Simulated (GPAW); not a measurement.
# Hf (Fm-3m) in GPAW: settings compared

One crystal, Hf, is run at these levels: AM05, PBE; tasks: single point.

All numbers are computed with GPAW 26.7.0; they aren't measurements. Logs are shortened: lines on timing, memory, paths and dates and some standing lists are left out, and cuts for length are marked. The log counts tension as positive stress, the text compression.

## Step 1: The structure

Symmetry: Fm-3m, No. 225, cubic system. Conventional cell: a = 4.440 Å, b = 4.440 Å, c = 4.440 Å, α = 90.00°, β = 90.00°, γ = 90.00°. Hf (site symmetry m-3m) has 12 Hf at 3.14 Å as nearest neighbours.

This isn't the form of Hf at room conditions, which is hcp.

## Step 2: Single point, AM05

run.py

```python
from ase.dft.bandgap import bandgap
from ase.io import read, write
from ase.units import GPa
from gpaw import GPAW, PW, setup_paths

setup_paths.insert(0, '.')

atoms = read('POSCAR')

calc = GPAW(mode=PW(400),
            xc='AM05',
            kpts={'size': (8, 8, 8), 'gamma': True},
            occupations={'name': 'fermi-dirac', 'width': 0.05},
            nbands=14,
            maxiter=120,
            txt='gpaw.txt')
atoms.calc = calc
energy = atoms.get_potential_energy()
forces = atoms.get_forces()
stress = atoms.get_stress()
calc.write('gs.gpw')
write('result.traj', atoms)
print(f'Energy: {energy:.6f} eV')
print('Forces (eV/A):')
print(forces.round(4))
print('Stress (GPa):', (stress / GPa).round(3))
print('Fermi level:', round(calc.get_fermi_level(), 4), 'eV')
print(f'Gap: {bandgap(calc)[0]:.4f} eV, direct: {bandgap(calc, direct=True)[0]:.4f} eV')
```

POSCAR

```
Hf
1.0
    0.0000000000      2.2200000000      2.2200000000
    2.2200000000      0.0000000000      2.2200000000
    2.2200000000      2.2200000000      0.0000000000
Hf
1
Direct
    0.0000000000      0.0000000000      0.0000000000
```

Potentials or basis: PAW data sets generated in the run's folder for this functional, pw.

On the command line:

```console
> gpaw-setup -f AM05 Hf
> OMP_NUM_THREADS=1 python run.py
```

gpaw.txt:

```text
__  _  _
 | _ |_)|_||  |
 |__||  | ||/\| - 26.7.0

Input parameters:
  mode=PW(ecut=400.0),
  kpts=MonkhorstPack(size=(8, 8, 8), gamma=True),
  maxiter=120,
  nbands=14,
  occupations=Occupations(name='fermi-dirac', width=0.05),
  xc=XC(name='AM05')

Diagonalizing LCAO Hamiltonian
Converting LCAO to pw mode

       Hf

Atoms  # Å, Bohr magnetons
|   | symbol |        x |        y |        z |    initial magnetic moments |
|---|--------|----------|----------|----------|-----------------------------|
| 0 |     Hf | 0.000000 | 0.000000 | 0.000000 | ( 0.0000,  0.0000,  0.0000) |

Unit cell  # Å
| periodic |        x |        y |        z |  lengths |    angles |
|----------|----------|----------|----------|----------|-----------|
|      yes | 0.000000 | 2.220000 | 2.220000 | 3.139554 | 60.000000 |
|      yes | 2.220000 | 0.000000 | 2.220000 | 3.139554 | 60.000000 |
|      yes | 2.220000 | 2.220000 | 0.000000 | 3.139554 | 60.000000 |

Number of symmetries: 48
Symmetry operations  # r_c * U_cc + t_c -> r_c
|    | kind |            matrix            |
|----|------|------------------------------|
|  0 |  σ   |  1, 0, 0,  1, 0,-1,  1,-1, 0 |
|  1 |  C2  |  1, 0, 0,  1,-1, 0,  1, 0,-1 |
|  2 |  E   |  1, 0, 0,  0, 1, 0,  0, 0, 1 |
|  3 |  σ   |  1, 0, 0,  0, 0, 1,  0, 1, 0 |
|  4 |  C4  |  1, 0,-1,  1, 0, 0,  1,-1, 0 |
|  5 |  S6  |  1, 0,-1,  1,-1, 0,  1, 0, 0 |
|  6 |  σ   |  1, 0,-1,  0, 1,-1,  0, 0,-1 |
|  7 |  C3  |  1, 0,-1,  0, 0,-1,  0, 1,-1 |
|  8 |  S6  |  1,-1, 0,  1, 0, 0,  1, 0,-1 |
|  9 |  C4  |  1,-1, 0,  1, 0,-1,  1, 0, 0 |
| 10 |  C3  |  1,-1, 0,  0,-1, 1,  0,-1, 0 |
| 11 |  σ   |  1,-1, 0,  0,-1, 0,  0,-1, 1 |
| 12 |  σ   |  0, 1, 0,  1, 0, 0,  0, 0, 1 |
| 13 |  C4  |  0, 1, 0,  0, 1,-1, -1, 1, 0 |
| 14 |  C3  |  0, 1, 0,  0, 0, 1,  1, 0, 0 |
| 15 |  S6  |  0, 1, 0, -1, 1, 0,  0, 1,-1 |
| 16 |  C2  |  0, 1,-1,  1, 0,-1,  0, 0,-1 |
| 17 |  σ   |  0, 1,-1,  0, 1, 0, -1, 1, 0 |
| 18 |  S4  |  0, 1,-1,  0, 0,-1,  1, 0,-1 |
| 19 |  C4  |  0, 1,-1, -1, 1, 0,  0, 1, 0 |
| 20 |  C3  |  0, 0, 1,  1, 0, 0,  0, 1, 0 |
| 21 |  σ   |  0, 0, 1,  0, 1, 0,  1, 0, 0 |
| 22 |  S6  |  0, 0, 1,  0,-1, 1, -1, 0, 1 |
| 23 |  C4  |  0, 0, 1, -1, 0, 1,  0,-1, 1 |
| 24 |  S4  |  0, 0,-1,  1, 0,-1,  0, 1,-1 |
| 25 |  C3  |  0, 0,-1,  0, 1,-1,  1, 0,-1 |
| 26 |  C2  |  0, 0,-1,  0,-1, 0, -1, 0, 0 |
| 27 |  S6  |  0, 0,-1, -1, 0, 0,  0,-1, 0 |
| 28 |  S4  |  0,-1, 1,  1,-1, 0,  0,-1, 0 |
| 29 |  C4  |  0,-1, 1,  0, 0, 1, -1, 0, 1 |
| 30 |  C2  |  0,-1, 1,  0,-1, 0,  1,-1, 0 |
| 31 |  σ   |  0,-1, 1, -1, 0, 1,  0, 0, 1 |
| 32 |  C3  |  0,-1, 0,  1,-1, 0,  0,-1, 1 |
| 33 |  S6  |  0,-1, 0,  0, 0,-1, -1, 0, 0 |
| 34 |  S4  |  0,-1, 0,  0,-1, 1,  1,-1, 0 |
| 35 |  C2  |  0,-1, 0, -1, 0, 0,  0, 0,-1 |
| 36 |  C2  | -1, 1, 0,  0, 1, 0,  0, 1,-1 |
| 37 |  S6  | -1, 1, 0,  0, 1,-1,  0, 1, 0 |
| 38 |  S4  | -1, 1, 0, -1, 0, 1, -1, 0, 0 |
| 39 |  C3  | -1, 1, 0, -1, 0, 0, -1, 0, 1 |
| 40 |  S6  | -1, 0, 1,  0, 0, 1,  0,-1, 1 |
| 41 |  C2  | -1, 0, 1,  0,-1, 1,  0, 0, 1 |
| 42 |  C3  | -1, 0, 1, -1, 1, 0, -1, 0, 0 |
| 43 |  S4  | -1, 0, 1, -1, 0, 0, -1, 1, 0 |
| 44 |  C2  | -1, 0, 0,  0, 0,-1,  0,-1, 0 |
| 45 |  i   | -1, 0, 0,  0,-1, 0,  0, 0,-1 |
| 46 |  σ   | -1, 0, 0, -1, 1, 0, -1, 0, 1 |
| 47 |  C2  | -1, 0, 0, -1, 0, 1, -1, 1, 0 |

BZ-sampling:
  Number of BZ points: 512
  Number of IBZ points: 29

  Monkhorst-Pack size: [8, 8, 8]
  Monkhorst-Pack shift: [0.0625, 0.0625, 0.0625]

K-points  # in reciprocal-cell coordinates
|     |                                coordinates |     weight |
|-----|--------------------------------------------|------------|
|   0 | (  0.00000000,   0.00000000,   0.00000000) | 0.00195312 |
|   1 | (  0.12500000,   0.12500000,   0.00000000) | 0.01171875 |
|   2 | (  0.12500000,   0.12500000,   0.12500000) | 0.01562500 |
|   3 | (  0.25000000,   0.12500000,   0.12500000) | 0.02343750 |
|   4 | (  0.25000000,   0.25000000,   0.00000000) | 0.01171875 |
|   5 | (  0.25000000,   0.25000000,   0.12500000) | 0.04687500 |
|   6 | (  0.25000000,   0.25000000,   0.25000000) | 0.01562500 |
|   7 | (  0.37500000,   0.25000000,  -0.37500000) | 0.04687500 |
|   8 | (  0.37500000,   0.25000000,   0.12500000) | 0.04687500 |
|   9 | (  0.37500000,   0.25000000,   0.25000000) | 0.04687500 |
| ... |                                            |            |
|  28 | (  0.50000000,   0.50000000,   0.50000000) | 0.00781250 |

Plane wave coefficients: 415
Cutoff: 400.0 eV

Spin-components: 1 (collinear spins)
Bands:           14
Projectors:      6
Spin-degeneracy: 2
Datatype:        complex128

Parallelization:
  kpt:    1
  domain: 1
  band:   1

Density:
  Valence electrons: 12.0
  Components: 1
  Grid points: [15 15 15]
  Charge: 0.0  # |e|

Potential:
  Grid points: [15 15 15]

species:
  Hf:
    name:    Hafnium
    Z:       72.0
    valence: 12
    core:    60
    charge:  0.0  # [|e|]
    compensation charges:
      type: gauss
      rc: 0.41  # [Å]
      lmax: 2
    cutoffs:
      filter: 2.36  # [Å]
      core: 4.02  # [Å]
    projectors
    | kind |    occ | energy [eV] | rcut [Å] |
    |------|--------|-------------|----------|
    |   5s |  2.000 |     -66.868 |    1.397 |
    |   6s |  2.000 |      -5.050 |    1.397 |
    |   5p |  6.000 |     -35.616 |    1.307 |
    |   6p |  0.000 |      -1.329 |    1.307 |
    |   5d |  2.000 |      -2.680 |    1.334 |
    |    d |        |      24.531 |    1.334 |

    Using partial waves for Hf as LCAO basis

Reference energy: -409650.594236  # eV

eigensolver:
  PPCG
  Converge bands: occupied
  niter=2

density mixing:
  MSR1-Mixer
  Pratt-step length: 0.05
  Maximum mixing coefficient: 0.75
  Old densities: 10
  SVD Regularization: 0.005
  Good broyden scale: 1.0
  Trust region scale: 1.0
  Backstep threshold: 4.0
  History deletion threshold: 6.0
  Fourier metric: weight=20.0, sigma=0.015

occupation numbers:
  Fermi-Dirac:
    width: 0.0500  # eV

poisson solver:
  ecut: 3200.0  # eV

xc functional:
  name: AM05 with 2 nearest neighbor stencil

convergence criteria:
- Maximum [total energy] change in last 3 cyles: 0.0005 eV / valence electron
- Maximum integral of absolute [dens]ity change: 0.0001 electrons / valence electron
- Maximum integral of absolute [eigenst]ate change: 4e-08 eV^2 / valence electron
maximum number of iterations: 120

SCF iterations
|iter     | |      energy | eigst |  dens |
|---------|-|-------------|-------|-------|
|iter:   1| |   -7.901098 | -0.28 |       |
|iter:   2| |   -7.882360 | -3.13 | -1.29 |
|iter:   3| |   -7.785795 | -2.01 | -1.32 |
|iter:   4| |   -7.788942 | -3.35 | -1.95 |
|iter:   5| |   -7.789864c| -4.69 | -2.38 |
|iter:   6| |   -7.789865c| -6.60 | -3.73 |
|iter:   7| |   -7.789865c| -7.80c| -4.20c|

Converged in 7 steps
Energy contributions relative to reference atoms: (reference = -409650.594236)

Energy contributions:
  Kinetic:           6.924971
  Coulomb:          -6.437931
  Zero:             -0.498609
  External:          0.000000
  Xc:               -7.772072
  Entropy:          -0.012448
  Spinorbit:         0.000000
  ----------------------------
  Free energy:      -7.796089
  Extrapolated:     -7.789865

dipole moment: (-16.117392, -16.117392, -16.117392)  # |e|*Ang

Fermi level: 9.922
Eigenvalues  # (at kpt = [0.000, 0.000, 0.000])
| band index |      eig [eV] | occ [0-2] |
|------------|---------------|-----------|
|          0 |       -51.649 |     2.000 |
|          1 |       -20.070 |     2.000 |
|          2 |       -20.070 |     2.000 |
|          3 |       -20.070 |     2.000 |
|          4 |         2.644 |     2.000 |
|          5 |        11.316 |     0.000 |
|          6 |        11.316 |     0.000 |
|          7 |        11.316 |     0.000 |
|          8 |        14.166 |     0.000 |
|          9 |        14.166 |     0.000 |
|         10 |        21.497 |     0.000 |
|         11 |        25.880 |     0.000 |
|         12 |        25.880 |     0.000 |
|         13 |        25.880 |     0.000 |

No gap
No difference between direct/indirect transitions

Forces  # eV/Ang
|       x |       y |        z |
|---------|---------|----------|
| 0.00000 | 0.00000 | -0.00000 |  # Hf   0

Stress tensor  # eV/Ang^3
|         x |         y |        z |
|-----------|-----------|----------|
|  0.006478 | -0.000000 | 0.000000 |
| -0.000000 |  0.006478 | 0.000000 |
|  0.000000 |  0.000000 | 0.006478 |

# Writing to gs.gpw (mode='')
```

It took 8.5 s on 1 thread of Arm Neoverse V1, shared host; peak memory 0.12 GiB.

These settings aren't checked as converged: the numbers below hold their error.

What came out:

| Property | Result |
| --- | --- |
| Free energy | -7.7961 eV |
| Pressure | -1.0 GPa |
| Band gap on the k mesh | none (metal or under the smearing width) |

Caveat: the cutoff is short for stress and forces, so pressures can be off by a GPa or more.

## Step 3: Single point, PBE

Changes to run.py since step 2:

```diff
@@ -1,12 +1,16 @@
 from ase.dft.bandgap import bandgap
-from ase.io import read, write
+from ase.io import write
+from ase.spacegroup import crystal
 from ase.units import GPa
-from gpaw import GPAW, PW, setup_paths
+from gpaw import GPAW, PW
 
-setup_paths.insert(0, '.')
-
-atoms = read('POSCAR')
+# Hf 4a
+atoms = crystal(['Hf'],
+                basis=[[0.0, 0.0, 0.0]],
+                spacegroup=225, setting=1,  # Fm-3m
+                cellpar=[4.44, 4.44, 4.44, 90.0, 90.0, 90.0],
+                primitive_cell=True)
 
 calc = GPAW(mode=PW(400),
-            xc='AM05',
+            xc='PBE',
             kpts={'size': (8, 8, 8), 'gamma': True},
```

Potentials or basis: GPAW PAW data sets (gpaw-data 1.2.1), pw.

On the command line:

```console
> OMP_NUM_THREADS=1 python run.py
```

gpaw.txt:

```text
__  _  _
 | _ |_)|_||  |
 |__||  | ||/\| - 26.7.0

Input parameters:
  mode=PW(ecut=400.0),
  kpts=MonkhorstPack(size=(8, 8, 8), gamma=True),
  maxiter=120,
  nbands=14,
  occupations=Occupations(name='fermi-dirac', width=0.05),
  xc=XC(name='PBE')

Diagonalizing LCAO Hamiltonian
Converting LCAO to pw mode

       Hf

Atoms  # Å, Bohr magnetons
|   | symbol |        x |        y |        z |    initial magnetic moments |
|---|--------|----------|----------|----------|-----------------------------|
| 0 |     Hf | 0.000000 | 0.000000 | 0.000000 | ( 0.0000,  0.0000,  0.0000) |

Unit cell  # Å
| periodic |        x |        y |        z |  lengths |    angles |
|----------|----------|----------|----------|----------|-----------|
|      yes | 0.000000 | 2.220000 | 2.220000 | 3.139554 | 60.000000 |
|      yes | 2.220000 | 0.000000 | 2.220000 | 3.139554 | 60.000000 |
|      yes | 2.220000 | 2.220000 | 0.000000 | 3.139554 | 60.000000 |

Number of symmetries: 48
Symmetry operations  # r_c * U_cc + t_c -> r_c
|    | kind |            matrix            |
|----|------|------------------------------|
|  0 |  σ   |  1, 0, 0,  1, 0,-1,  1,-1, 0 |
|  1 |  C2  |  1, 0, 0,  1,-1, 0,  1, 0,-1 |
|  2 |  E   |  1, 0, 0,  0, 1, 0,  0, 0, 1 |
|  3 |  σ   |  1, 0, 0,  0, 0, 1,  0, 1, 0 |
|  4 |  C4  |  1, 0,-1,  1, 0, 0,  1,-1, 0 |
|  5 |  S6  |  1, 0,-1,  1,-1, 0,  1, 0, 0 |
|  6 |  σ   |  1, 0,-1,  0, 1,-1,  0, 0,-1 |
|  7 |  C3  |  1, 0,-1,  0, 0,-1,  0, 1,-1 |
|  8 |  S6  |  1,-1, 0,  1, 0, 0,  1, 0,-1 |
|  9 |  C4  |  1,-1, 0,  1, 0,-1,  1, 0, 0 |
| 10 |  C3  |  1,-1, 0,  0,-1, 1,  0,-1, 0 |
| 11 |  σ   |  1,-1, 0,  0,-1, 0,  0,-1, 1 |
| 12 |  σ   |  0, 1, 0,  1, 0, 0,  0, 0, 1 |
| 13 |  C4  |  0, 1, 0,  0, 1,-1, -1, 1, 0 |
| 14 |  C3  |  0, 1, 0,  0, 0, 1,  1, 0, 0 |
| 15 |  S6  |  0, 1, 0, -1, 1, 0,  0, 1,-1 |
| 16 |  C2  |  0, 1,-1,  1, 0,-1,  0, 0,-1 |
| 17 |  σ   |  0, 1,-1,  0, 1, 0, -1, 1, 0 |
| 18 |  S4  |  0, 1,-1,  0, 0,-1,  1, 0,-1 |
| 19 |  C4  |  0, 1,-1, -1, 1, 0,  0, 1, 0 |
| 20 |  C3  |  0, 0, 1,  1, 0, 0,  0, 1, 0 |
| 21 |  σ   |  0, 0, 1,  0, 1, 0,  1, 0, 0 |
| 22 |  S6  |  0, 0, 1,  0,-1, 1, -1, 0, 1 |
| 23 |  C4  |  0, 0, 1, -1, 0, 1,  0,-1, 1 |
| 24 |  S4  |  0, 0,-1,  1, 0,-1,  0, 1,-1 |
| 25 |  C3  |  0, 0,-1,  0, 1,-1,  1, 0,-1 |
| 26 |  C2  |  0, 0,-1,  0,-1, 0, -1, 0, 0 |
| 27 |  S6  |  0, 0,-1, -1, 0, 0,  0,-1, 0 |
| 28 |  S4  |  0,-1, 1,  1,-1, 0,  0,-1, 0 |
| 29 |  C4  |  0,-1, 1,  0, 0, 1, -1, 0, 1 |
| 30 |  C2  |  0,-1, 1,  0,-1, 0,  1,-1, 0 |
| 31 |  σ   |  0,-1, 1, -1, 0, 1,  0, 0, 1 |
| 32 |  C3  |  0,-1, 0,  1,-1, 0,  0,-1, 1 |
| 33 |  S6  |  0,-1, 0,  0, 0,-1, -1, 0, 0 |
| 34 |  S4  |  0,-1, 0,  0,-1, 1,  1,-1, 0 |
| 35 |  C2  |  0,-1, 0, -1, 0, 0,  0, 0,-1 |
| 36 |  C2  | -1, 1, 0,  0, 1, 0,  0, 1,-1 |
| 37 |  S6  | -1, 1, 0,  0, 1,-1,  0, 1, 0 |
| 38 |  S4  | -1, 1, 0, -1, 0, 1, -1, 0, 0 |
| 39 |  C3  | -1, 1, 0, -1, 0, 0, -1, 0, 1 |
| 40 |  S6  | -1, 0, 1,  0, 0, 1,  0,-1, 1 |
| 41 |  C2  | -1, 0, 1,  0,-1, 1,  0, 0, 1 |
| 42 |  C3  | -1, 0, 1, -1, 1, 0, -1, 0, 0 |
| 43 |  S4  | -1, 0, 1, -1, 0, 0, -1, 1, 0 |
| 44 |  C2  | -1, 0, 0,  0, 0,-1,  0,-1, 0 |
| 45 |  i   | -1, 0, 0,  0,-1, 0,  0, 0,-1 |
| 46 |  σ   | -1, 0, 0, -1, 1, 0, -1, 0, 1 |
| 47 |  C2  | -1, 0, 0, -1, 0, 1, -1, 1, 0 |

BZ-sampling:
  Number of BZ points: 512
  Number of IBZ points: 29

  Monkhorst-Pack size: [8, 8, 8]
  Monkhorst-Pack shift: [0.0625, 0.0625, 0.0625]

K-points  # in reciprocal-cell coordinates
|     |                                coordinates |     weight |
|-----|--------------------------------------------|------------|
|   0 | (  0.00000000,   0.00000000,   0.00000000) | 0.00195312 |
|   1 | (  0.12500000,   0.12500000,   0.00000000) | 0.01171875 |
|   2 | (  0.12500000,   0.12500000,   0.12500000) | 0.01562500 |
|   3 | (  0.25000000,   0.12500000,   0.12500000) | 0.02343750 |
|   4 | (  0.25000000,   0.25000000,   0.00000000) | 0.01171875 |
|   5 | (  0.25000000,   0.25000000,   0.12500000) | 0.04687500 |
|   6 | (  0.25000000,   0.25000000,   0.25000000) | 0.01562500 |
|   7 | (  0.37500000,   0.25000000,  -0.37500000) | 0.04687500 |
|   8 | (  0.37500000,   0.25000000,   0.12500000) | 0.04687500 |
|   9 | (  0.37500000,   0.25000000,   0.25000000) | 0.04687500 |
| ... |                                            |            |
|  28 | (  0.50000000,   0.50000000,   0.50000000) | 0.00781250 |

Plane wave coefficients: 415
Cutoff: 400.0 eV

Spin-components: 1 (collinear spins)
Bands:           14
Projectors:      6
Spin-degeneracy: 2
Datatype:        complex128

Parallelization:
  kpt:    1
  domain: 1
  band:   1

Density:
  Valence electrons: 12.0
  Components: 1
  Grid points: [15 15 15]
  Charge: 0.0  # |e|

Potential:
  Grid points: [15 15 15]

species:
  Hf:
    name:    Hafnium
    Z:       72.0
    valence: 12
    core:    60
    charge:  0.0  # [|e|]
    compensation charges:
      type: gauss
      rc: 0.41  # [Å]
      lmax: 2
    cutoffs:
      filter: 2.36  # [Å]
      core: 4.02  # [Å]
    projectors
    | kind |    occ | energy [eV] | rcut [Å] |
    |------|--------|-------------|----------|
    |   5s |  2.000 |     -66.831 |    1.397 |
    |   6s |  2.000 |      -5.097 |    1.397 |
    |   5p |  6.000 |     -35.599 |    1.307 |
    |   6p |  0.000 |      -1.401 |    1.307 |
    |   5d |  2.000 |      -2.699 |    1.334 |
    |    d |        |      24.513 |    1.334 |

    Using partial waves for Hf as LCAO basis

Reference energy: -409886.115275  # eV

eigensolver:
  PPCG
  Converge bands: occupied
  niter=2

density mixing:
  MSR1-Mixer
  Pratt-step length: 0.05
  Maximum mixing coefficient: 0.75
  Old densities: 10
  SVD Regularization: 0.005
  Good broyden scale: 1.0
  Trust region scale: 1.0
  Backstep threshold: 4.0
  History deletion threshold: 6.0
  Fourier metric: weight=20.0, sigma=0.015

occupation numbers:
  Fermi-Dirac:
    width: 0.0500  # eV

poisson solver:
  ecut: 3200.0  # eV

xc functional:
  name: PBE with 2 nearest neighbor stencil

convergence criteria:
- Maximum [total energy] change in last 3 cyles: 0.0005 eV / valence electron
- Maximum integral of absolute [dens]ity change: 0.0001 electrons / valence electron
- Maximum integral of absolute [eigenst]ate change: 4e-08 eV^2 / valence electron
maximum number of iterations: 120

SCF iterations
|iter     | |      energy | eigst |  dens |
|---------|-|-------------|-------|-------|
|iter:   1| |   -7.506372 | -0.27 |       |
|iter:   2| |   -7.490834 | -3.14 | -1.31 |
|iter:   3| |   -7.415829 | -2.05 | -1.34 |
|iter:   4| |   -7.420313 | -3.31 | -1.95 |
|iter:   5| |   -7.421399c| -4.61 | -2.36 |
|iter:   6| |   -7.421401c| -6.54 | -3.70 |
|iter:   7| |   -7.421401c| -7.66c| -4.21c|

Converged in 7 steps
Energy contributions relative to reference atoms: (reference = -409886.115275)

Energy contributions:
  Kinetic:           8.928469
  Coulomb:          -8.219605
  Zero:             -0.494427
  External:          0.000000
  Xc:               -7.629518
  Entropy:          -0.012640
  Spinorbit:         0.000000
  ----------------------------
  Free energy:      -7.427721
  Extrapolated:     -7.421401

dipole moment: (-16.121552, -16.121552, -16.121552)  # |e|*Ang

Fermi level: 10.077
Eigenvalues  # (at kpt = [0.000, 0.000, 0.000])
| band index |      eig [eV] | occ [0-2] |
|------------|---------------|-----------|
|          0 |       -51.470 |     2.000 |
|          1 |       -19.917 |     2.000 |
|          2 |       -19.917 |     2.000 |
|          3 |       -19.917 |     2.000 |
|          4 |         2.809 |     2.000 |
|          5 |        11.469 |     0.000 |
|          6 |        11.469 |     0.000 |
|          7 |        11.469 |     0.000 |
|          8 |        14.327 |     0.000 |
|          9 |        14.327 |     0.000 |
|         10 |        21.614 |     0.000 |
|         11 |        26.052 |     0.000 |
|         12 |        26.052 |     0.000 |
|         13 |        26.052 |     0.000 |

No gap
No difference between direct/indirect transitions

Forces  # eV/Ang
|        x |       y |       z |
|----------|---------|---------|
| -0.00000 | 0.00000 | 0.00000 |  # Hf   0

Stress tensor  # eV/Ang^3
|         x |         y |         z |
|-----------|-----------|-----------|
| -0.021963 | -0.000000 | -0.000000 |
| -0.000000 | -0.021963 | -0.000000 |
| -0.000000 | -0.000000 | -0.021963 |

# Writing to gs.gpw (mode='')
```

Wall time 4 s (1 thread of Arm Neoverse V1, shared host); peak memory 0.15 GiB.

These settings aren't checked as converged: the numbers below hold their error.

Results:

```yaml
Free_energy: -7.4277 eV
Pressure: 3.5 GPa
Band_gap_on_the_k_mesh: none (metal or under the smearing width)
```

Caveat: the cutoff is short for stress and forces, so pressures can be off by a GPa or more.
